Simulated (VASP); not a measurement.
Be:

```
CELL_PARAMETERS angstrom
0.00000 1.57905 1.57905
1.57905 0.00000 1.57905
1.57905 1.57905 0.00000
ATOMIC_POSITIONS crystal
Be 0.00000 0.00000 0.00000
```

The cell was built by a generator and needn't be a form met in nature.

Base run:

```yaml
Program: VASP 6.6.1
Functional: AM05
Potentials_or_basis: VASP PAW PBE potentials, release 64 (Be)
Cutoff: 520 eV
k_mesh: 14 × 14 × 14
Occupations: fermi-dirac, width 0.05 eV
Spin: no spin polarisation
```

Its results: pressure -0.6 GPa.

Q: After a change of settings the same cell gave: pressure 0.0 GPa. Which change was it?
A. functional from AM05 to TPSS
B. functional from AM05 to RPBE
C. functional from AM05 to revPBE
D. functional from AM05 to PBEsol

A: A.

Caveats: the PAW data sets were made with another functional, which shifts forces and pressure a little.

Not every run made on this cell is shown here.
